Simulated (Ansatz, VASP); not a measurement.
Two plane-wave programs on HfO2

```
Hf O
1.0
     3.55841    0.00000    0.00000
     0.00000    3.55841    0.00000
     0.00000    0.00000    5.13266
Hf O
2 4
Cartesian
  1.7792 1.7792 2.5663
  0.0000 0.0000 0.0000
  0.0000 1.7792 3.6159
  1.7792 0.0000 4.0831
  1.7792 0.0000 1.5168
  0.0000 1.7792 1.0496
```

Alike in both runs: task single point; functional PBE; k mesh 6 × 6 × 4; occupations gaussian, width 0.02 eV; no spin polarisation.

|  | VASP | Ansatz |
| --- | --- | --- |
| version | VASP 6.6.1 | Ansatz 0.2.0 |
| potentials or method | VASP PAW PBE potentials, release 64 (Hf_pv, O) | scalar-relativistic, plane waves, PAW |
| plane-wave cutoff (eV) | 520 | 420 |
| valence electrons in the cell | 44 | 76 |

|  | VASP | Ansatz | Ansatz less VASP |
| --- | --- | --- | --- |
| gap on the k mesh at the Fermi level (eV) | 4.64 | 4.62 | -0.022 |
| least direct gap on the mesh (eV) | 4.75 | 4.75 | +0.003 |
| pressure (GPa) | 6.4 | 10.0 | +3.60 |
| largest component of the traceless stress (GPa) | 0.00 | 0.07 | +0.066 |
| rms of the force components (eV/Å) | 0.017 | 0.000 | -0.0166 |

Atom by atom the forces differ by 0.017 eV/Å (rms over components). One of these differences is far larger than is usual between the two programs; its cause wasn't traced. The two sets of potentials don't hold the same shells in valence.

Caveats: spin-orbit coupling is left out, which moves the levels of the heavy elements. PBE gaps usually lie below the measured ones, often by a third to a half. A k mesh can miss the band edges.
